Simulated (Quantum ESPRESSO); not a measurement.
Crystal: Pd.

```
Pd
1.0
     0.00000    1.94650    1.94650
     1.94650    0.00000    1.94650
     1.94650    1.94650    0.00000
Pd
1
Direct
  0.00000 0.00000 0.00000
```

Base run:

* Program: Quantum ESPRESSO 7.5
* Functional: PBE
* Potentials or basis: SG15 PBE 1.2
* Cutoff: 952 eV
* Density cutoff: 3810 eV
* k mesh: 8 × 8 × 8
* Occupations: fermi-dirac, width 0.05 eV
* Spin: no spin polarisation

Its results: band gap on the k mesh none (metal or under the smearing width); pressure 7.9 GPa.

Problem. The run is repeated on the same cell with these changes: k mesh from 8 × 8 × 8 to 6 × 6 × 6. What comes out?

Solution. Band gap on the k mesh none (metal or under the smearing width); pressure 5.8 GPa.

Caveats: some runs use coarse meshes.

Not every run made on this cell is shown here.
